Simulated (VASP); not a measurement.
# HgTe (Coloradoite) (F-43m) in VASP: a series of runs

Aim: see how the results for HgTe (Coloradoite) move with the level of theory and the settings. Levels: r2SCAN, PBE. Tasks: equation of state, RPA correlation energy.

Everything below comes from runs of VASP 6.6.1. Logs are shortened: lines on timing, memory, paths and dates and some standing lists are left out, and cuts for length are marked.

**Experimental background.**

From a printed reference work, monograph, for a bulk crystal of HgTe: bulk modulus 43 GPa.

The results are compared with them further down.

### 1 The crystal as given

It takes space group F-43m (No. 216, cubic). Conventional cell: a = 6.579 Å, b = 6.579 Å, c = 6.579 Å, α = 90.00°, β = 90.00°, γ = 90.00°. Hg (site symmetry -43m) is surrounded by 4 Te at 2.85 Å. Te (site symmetry -43m) is surrounded by 4 Hg at 2.85 Å.

### 2 Equation of state, r2SCAN, 34.18 Å³/atom (a relaxed cell with its volume scaled by 0.96)

The input, INCAR:

```
SYSTEM = HgTe
PREC = Accurate
ENCUT = 520
EDIFF = 1E-6
ISMEAR = -1
SIGMA = 0.05
LREAL = .False.
LASPH = .True.
NELM = 60
ALGO = Normal
ISIF = 2
LWAVE = .False.
LCHARG = .False.
METAGGA = R2SCAN
LMIXTAU = .True.
```

The input, KPOINTS:

```
regular mesh
0
Gamma
  6 6 6
  0 0 0
```

The input, POSCAR:

```
HgTe                                    
1.0
   -0.0000000000      3.2452882021      3.2452882021
    3.2452882021      0.0000000000      3.2452882021
    3.2452882021      3.2452882021      0.0000000000
  Hg              Te            
     1     1
Direct
     0.0000000000000000    0.0000000000000000    0.0000000000000000
     0.7500000000000000    0.7500000000000000    0.7500000000000000
```

Potentials or basis: VASP PAW PBE potentials, release 64 (Hg, Te).

On the command line:

```bash
cat potpaw_PBE.64/Hg/POTCAR potpaw_PBE.64/Te/POTCAR > POTCAR
mpirun -np 1 vasp_std > vasp.out
```

OUTCAR:

```text
SYSTEM = HgTe
   PREC = Accurate
   ENCUT = 520
   EDIFF = 1E-6
   ISMEAR = -1
   LREAL = .False.
   LASPH = .True.
   NELM = 60
   ISIF = 2
   METAGGA = R2SCAN

 ion  position               nearest neighbor table
   1  0.000  0.000  0.000-   2 2.81   2 2.81   2 2.81   2 2.81
   2  0.750  0.750  0.750-   1 2.81   1 2.81   1 2.81   1 2.81

  LATTYP: Found a face centered cubic cell.
 ALAT       =     6.4905764042

  Lattice vectors:

 A1 = (   0.0000000000,   3.2452882021,   3.2452882021)
 A2 = (   3.2452882021,   0.0000000000,   3.2452882021)
 A3 = (   3.2452882021,   3.2452882021,   0.0000000000)

Analysis of symmetry for initial positions (statically):
=====================================================================
 Subroutine PRICEL returns:
 Original cell was already a primitive cell.

 Routine SETGRP: Setting up the symmetry group for a
 face centered cubic supercell.

 Subroutine GETGRP returns: Found 24 space group operations
 (whereof 24 operations were pure point group operations)
 out of a pool of 48 trial point group operations.

The static configuration has the point symmetry T_d .

Analysis of symmetry for dynamics (positions and initial velocities):
=====================================================================
 Subroutine PRICEL returns:
 Original cell was already a primitive cell.

 Routine SETGRP: Setting up the symmetry group for a
 face centered cubic supercell.

 Subroutine GETGRP returns: Found 24 space group operations
 (whereof 24 operations were pure point group operations)
 out of a pool of 48 trial point group operations.

The dynamic configuration has the point symmetry T_d .

 Subroutine INISYM returns: Found 24 space group operations
 (whereof 24 operations are pure point group operations),
 and found     1 'primitive' translations

----------------------------------------------------------------------------------------

                                     Primitive cell

  volume of cell :      68.3581

  direct lattice vectors                    reciprocal lattice vectors
     0.000000000  3.245288202  3.245288202    -0.154069521  0.154069521  0.154069521
     3.245288202  0.000000000  3.245288202     0.154069521 -0.154069521  0.154069521
     3.245288202  3.245288202  0.000000000     0.154069521  0.154069521 -0.154069521

  length of vectors
     4.589530589  4.589530589  4.589530589     0.266856239  0.266856239  0.266856239

  position of ions in fractional coordinates (direct lattice)
     0.000000000  0.000000000  0.000000000
     0.750000000  0.750000000  0.750000000

[... 78 lines left out ...]
   NELECT =      18.0000    total number of electrons
   NUPDOWN=      -1.0000    fix difference up-down
   EMIN   =  10.00;   EMAX   =-10.00  energy-range for DOS
   EFERMI =   0.00;   METHOD = LEGACY
   ISMEAR =    -1;   SIGMA  =   0.05  broadening in eV -4-tet -1-fermi 0-gaus
   EFERMI_NEDOS =   21; number of points for ismear=-14 and -15
   IALGO  =     38    algorithm
   IMIX   =      4    mixing-type and parameters
     AMIX     =   0.40;   BMIX     =  1.00
     AMIX_MAG =   1.60;   BMIX_MAG =  1.00
  volume/ion in A,a.u.               =      34.18       230.65
  Fermi-wavevector in a.u.,A,eV,Ry     =   1.049307  1.982902 14.980617  1.101044
  Thomas-Fermi vector in A             =   2.184264
   LORBIT       =      0    0 simple, 1 ext, 2 COOP (PROOUT), +10 PAW based schemes
   METAGGA = R2SCAN    functional components
   LHFCALC =     F    Hartree Fock is set to
   AEXX    =    0.0000 exact exchange contribution
   IVDW    =     0    specifies the selected vdW correction
   LEPSILON=     F    determine dielectric tensor
   LRPA    =     F    only Hartree local field effects (RPA)
 non-spin polarized calculation
  energy-cutoff  :      520.00
  volume of cell :       68.36
 maximum number of plane-waves:      1868
 NGX is ok and might be reduce to    36
   NGX = 17   NGY = 17   NGZ = 17

 number of electron      18.0000002 magnetization

 Free energy of the ion-electron system (eV)
  ---------------------------------------------------
  ext. energy  EPLUGINS =         0.00000000
  ---------------------------------------------------
  free energy    TOTEN  =       -75.13876305 eV

  energy without entropy =      -75.13780295  energy(sigma->0) =      -75.13828300

 E-fermi :   2.7779     XC(G=0):  -9.2567

 val. band max:        2.7414791239   @ k =   0.0000   0.0000   0.0000
 cond. band min:       3.6911176666   @ k =   0.5000   0.0000   0.0000
 fundamental gap:      0.9496385427
 Fermi energy:         2.7779246775

 k-point     1 :       0.0000    0.0000    0.0000
  band No.  band energies     occupation
      1      -9.5748      2.00000
      2      -4.8317      2.00000
      3      -4.8317      2.00000
      4      -4.8317      2.00000
      5      -4.2741      2.00000
      6      -4.2741      2.00000
      7       2.2947      1.99987
      8       2.7415      1.34913
      9       2.7415      1.34913
     10       2.7415      1.34913
     11       7.3271      0.00000
     12       7.3271      0.00000
     13       7.3271      0.00000
[... 226 lines left out ...]
  band No.  band energies     occupation
      1      -8.7841      2.00000
      2      -4.5990      2.00000
      3      -4.5350      2.00000
      4      -4.3994      2.00000
      5      -4.2560      2.00000
      6      -3.6778      2.00000
      7      -2.8407      2.00000
      8       0.1456      2.00000
      9       0.2166      2.00000
     10       5.7080      0.00000
     11       6.7080      0.00000
     12       9.6451      0.00000
     13       9.7646      0.00000

------------------------ aborting loop because EDIFF is reached ----------------------------------------

  FORCE on cell =-STRESS in cart. coord.  units (eV):
  Direction    XX          YY          ZZ          XY          YZ          ZX
  --------------------------------------------------------------------------------------
  -------------------------------------------------------------------------------------
  Total        0.7693916      0.7693916      0.7693916      0.0000000      0.0000000      0.0000000
  in kB       18.0330108     18.0330108     18.0330108      0.0000000      0.0000000      0.0000000
  external PRESSURE =      18.0330108 kB  Pullay stress =       0.0000000 kB

 VOLUME and BASIS-vectors are now :
 -----------------------------------------------------------------------------
  energy-cutoff  :      520.00
  volume of cell :       68.36
      direct lattice vectors                 reciprocal lattice vectors
     0.000000000  3.245288202  3.245288202    -0.154069521  0.154069521  0.154069521
     3.245288202  0.000000000  3.245288202     0.154069521 -0.154069521  0.154069521
     3.245288202  3.245288202  0.000000000     0.154069521  0.154069521 -0.154069521

 POSITION                                       TOTAL-FORCE (eV/Angst)
 -----------------------------------------------------------------------------------
      0.00000      0.00000      0.00000         0.000000      0.000000      0.000000
      4.86793      4.86793      4.86793        -0.000000     -0.000000     -0.000000
 -----------------------------------------------------------------------------------
    total drift:                               -0.000000     -0.000000     -0.000000

  FREE ENERGIE OF THE ION-ELECTRON SYSTEM (eV)
  ---------------------------------------------------
  free  energy   TOTEN  =       -75.1387630456 eV

  energy  without entropy=      -75.1378029503  energy(sigma->0) =      -75.13828300
```

OSZICAR:

```text
N       E                     dE             d eps       ncg     rms          rms(c)
DAV:   1     0.371607524102E+02    0.37161E+02   -0.83317E+03   416   0.123E+03
DAV:   2    -0.753473000898E+02   -0.11251E+03   -0.10542E+03   441   0.271E+02
DAV:   3    -0.802232270898E+02   -0.48759E+01   -0.48366E+01   506   0.598E+01
[... 11 lines left out ...]
DAV:  15    -0.751381838332E+02   -0.23904E-03   -0.12382E-05   416   0.384E-02    0.390E-02
DAV:  16    -0.751383397188E+02   -0.15589E-03   -0.25175E-05   426   0.561E-02    0.507E-02
DAV:  17    -0.751387490543E+02   -0.40934E-03   -0.24716E-04   416   0.133E-01    0.687E-02
DAV:  18    -0.751387638079E+02   -0.14754E-04   -0.15693E-05   466   0.423E-02    0.518E-02
DAV:  19    -0.751387630456E+02    0.76231E-06   -0.40562E-06   436   0.209E-02
   1 F= -.75138763E+02 E0= -.75138283E+02  d E =-.960095E-03
```

stdout:

```text
POSCAR found type information on POSCAR HgTe
 POSCAR found :  2 types and       2 ions
 scaLAPACK will be used
 -----------------------------------------------------------------------------
|                                                                             |
|                                                                             |
|     You enforced a specific xc type in the INCAR file but a different       |
|     I HOPE YOU KNOW WHAT YOU ARE DOING!                                     |
|                                                                             |
 -----------------------------------------------------------------------------

 LDA part: xc-table for (None), standard interpolation
 POSCAR, INCAR and KPOINTS ok, starting setup
 FFT: planning ... GRIDC
 FFT: planning ... GRID_SOFT
 FFT: planning ... GRID
 WAVECAR not read
 entering main loop
```

Wall time 62 s (1 thread of Intel Xeon Platinum 8488C (Sapphire Rapids), shared host); peak memory 0.21 GiB.

What came out:

- Free energy: -75.1388 eV
- Pressure: 1.8 GPa
- Band gap on the k mesh: none (metal or under the smearing width)

Caveat: the PAW data sets were made with another functional, which shifts forces and pressure a little.

### 3 Equation of state, r2SCAN, 34.89 Å³/atom (a relaxed cell with its volume scaled by 0.98)

INCAR is that of step 2.

KPOINTS is that of step 2.

The input, POSCAR:

```
HgTe                                    
1.0
   -0.0000000000      3.2676702073      3.2676702073
    3.2676702073      0.0000000000      3.2676702073
    3.2676702073      3.2676702073      0.0000000000
  Hg              Te            
     1     1
Direct
     0.0000000000000000    0.0000000000000000    0.0000000000000000
     0.7500000000000000    0.7500000000000000    0.7500000000000000
```

Potentials or basis: VASP PAW PBE potentials, release 64 (Hg, Te).

On the command line:

```bash
cat potpaw_PBE.64/Hg/POTCAR potpaw_PBE.64/Te/POTCAR > POTCAR
mpirun -np 1 vasp_std > vasp.out
```

Run time: 58 s. Hardware: 1 thread of Intel Xeon Platinum 8488C (Sapphire Rapids), shared host; peak memory 0.22 GiB.

Results (log left out):

* Free energy: -75.1508 eV
* Pressure: 0.8 GPa
* Band gap on the k mesh: none (metal or under the smearing width)

Caveat: the PAW data sets were made with another functional, which shifts forces and pressure a little.

### 4 Equation of state, r2SCAN, 35.60 Å³/atom

INCAR is that of step 3.

KPOINTS is that of step 3.

The input, POSCAR:

```
HgTe                                    
1.0
   -0.0000000000      3.2897497299      3.2897497299
    3.2897497299      0.0000000000      3.2897497299
    3.2897497299      3.2897497299      0.0000000000
  Hg              Te            
     1     1
Direct
     0.0000000000000000    0.0000000000000000    0.0000000000000000
     0.7500000000000000    0.7500000000000000    0.7500000000000000
```

On the command line:

```bash
cat potpaw_PBE.64/Hg/POTCAR potpaw_PBE.64/Te/POTCAR > POTCAR
mpirun -np 1 vasp_std > vasp.out
```

Run time: 66 s. Hardware: 1 thread of Intel Xeon Platinum 8488C (Sapphire Rapids), shared host; peak memory 0.22 GiB.

It converged, with:

| Item | Value |
| --- | --- |
| Free energy | -75.1547 eV |
| Pressure | 0.0 GPa |
| Band gap on the k mesh | none (metal or under the smearing width) |

Caveat: the PAW data sets were made with another functional, which shifts forces and pressure a little.

### 5 Equation of state, r2SCAN, 36.32 Å³/atom (a relaxed cell with its volume scaled by 1.02)

INCAR is that of step 4.

KPOINTS is that of step 4.

The input, POSCAR:

```
HgTe                                    
1.0
   -0.0000000000      3.3115367868      3.3115367868
    3.3115367868      0.0000000000      3.3115367868
    3.3115367868      3.3115367868      0.0000000000
  Hg              Te            
     1     1
Direct
     0.0000000000000000    0.0000000000000000    0.0000000000000000
     0.7500000000000000    0.7500000000000000    0.7500000000000000
```

On the command line:

```bash
cat potpaw_PBE.64/Hg/POTCAR potpaw_PBE.64/Te/POTCAR > POTCAR
mpirun -np 1 vasp_std > vasp.out
```

Wall time 54 s (1 thread of Intel Xeon Platinum 8488C (Sapphire Rapids), shared host); peak memory 0.22 GiB.

It converged, with:

| Quantity | Value |
| --- | --- |
| Free energy | -75.1516 eV |
| Pressure | -0.8 GPa |
| Band gap on the k mesh | none (metal or under the smearing width) |

Caveat: the PAW data sets were made with another functional, which shifts forces and pressure a little.

### 6 Equation of state, r2SCAN, 37.03 Å³/atom (a relaxed cell with its volume scaled by 1.04)

INCAR is that of step 5.

KPOINTS is that of step 5.

The input, POSCAR:

```
HgTe                                    
1.0
   -0.0000000000      3.3330408750      3.3330408750
    3.3330408750      0.0000000000      3.3330408750
    3.3330408750      3.3330408750      0.0000000000
  Hg              Te            
     1     1
Direct
     0.0000000000000000    0.0000000000000000    0.0000000000000000
     0.7500000000000000    0.7500000000000000    0.7500000000000000
```

Potentials or basis: VASP PAW PBE potentials, release 64 (Hg, Te).

On the command line:

```bash
cat potpaw_PBE.64/Hg/POTCAR potpaw_PBE.64/Te/POTCAR > POTCAR
mpirun -np 1 vasp_std > vasp.out
```

Wall time 58 s (1 thread of Intel Xeon Platinum 8488C (Sapphire Rapids), shared host); peak memory 0.22 GiB.

Results (log left out):

| Property | Result |
| --- | --- |
| Free energy | -75.1421 eV |
| Pressure | -1.4 GPa |
| Band gap on the k mesh | none (metal or under the smearing width) |

Caveat: the PAW data sets were made with another functional, which shifts forces and pressure a little.

### 7 Equation of state, r2SCAN

Potentials or basis: VASP PAW PBE potentials, release 64 (Hg, Te).

This step only gathers the single runs of the series.

Results:

```
Equilibrium volume                      : 35.63 Å³/atom
Bulk modulus                            : 40 GPa
Pressure derivative of the bulk modulus : 4.9 (rough: it moves with the points fitted)
```

Energy against volume, from the lowest point:
| volume (Å³/atom) | energy (meV/atom) |
| --- | --- |
| 34.179 | 7.98 |
| 34.891 | 1.99 |
| 35.603 | 0.00 |
| 36.315 | 1.56 |
| 37.027 | 6.29 |

Caveat: the PAW data sets were made with another functional, which shifts forces and pressure a little. The run has no spin-orbit coupling, so splittings on Hg, Te are missing.

(Continued in part 2 of 2.)
